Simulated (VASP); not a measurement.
Write the native input for VASP 6.6.1 that does the following.

| Property | Result |
| --- | --- |
| Task | relaxation of cell and atoms |
| Functional | r2SCAN |
| Potentials or basis | VASP PAW PBE potentials, release 64 (W_sv) |
| Cutoff | 600 eV |
| k mesh | 12 × 12 × 12 |
| Occupations | methfessel-paxton, width 0.1 eV |
| Spin | no spin polarisation |
| Further INCAR settings | ALGO = Normal; EDIFF = 1e-07; IBRION = 2; EDIFFG = -0.005; NSW = 40; ISIF = 3 |

The structure of W lies in POSCAR:

```
W
1.0
   -1.5823450000      1.5823450000      1.5823450000
    1.5823450000     -1.5823450000      1.5823450000
    1.5823450000      1.5823450000     -1.5823450000
W
1
Direct
    0.0000000000      0.0000000000      0.0000000000
```

One way to write it, as run:

INCAR

```
SYSTEM = W
PREC = Accurate
ENCUT = 600
EDIFF = 1E-7
ISMEAR = 1
SIGMA = 0.1
LREAL = .False.
LASPH = .True.
NELM = 80
ALGO = Normal
ISIF = 3
LWAVE = .False.
LCHARG = .False.
METAGGA = R2SCAN
LMIXTAU = .True.
IBRION = 2
NSW = 40
EDIFFG = -0.005
```

KPOINTS

```
regular mesh
0
Gamma
  12 12 12
  0 0 0
```

Potentials or basis: VASP PAW PBE potentials, release 64 (W_sv).

Launch:

```bash
$ cat potpaw_PBE.64/W_sv/POTCAR > POTCAR
$ mpirun -np 1 vasp_std > vasp.out
```

It gave:

```json
{
 "Relaxed volume": "15.99 Å³/atom",
 "Relaxed cell": "a = 2.749 Å, b = 2.749 Å, c = 2.749 Å, α = 109.47°, β = 109.47°, γ = 109.47°",
 "Space group after relaxing (to 0.05 Å)": "Im-3m (No. 229)",
 "Energy gained by relaxing": "1.3 meV/atom",
 "Ionic steps": "3",
 "Pressure after relaxing": "0.0 GPa",
 "Band gap on the k mesh": "none (metal or under the smearing width)"
}
```

Caveat: the PAW data sets were made with another functional, which shifts forces and pressure a little.

Run time: 2.1 min on 1 thread of AMD EPYC 9R45 96-Core Processor (Zen 5), on a shared host, peak memory 0.13 GiB.
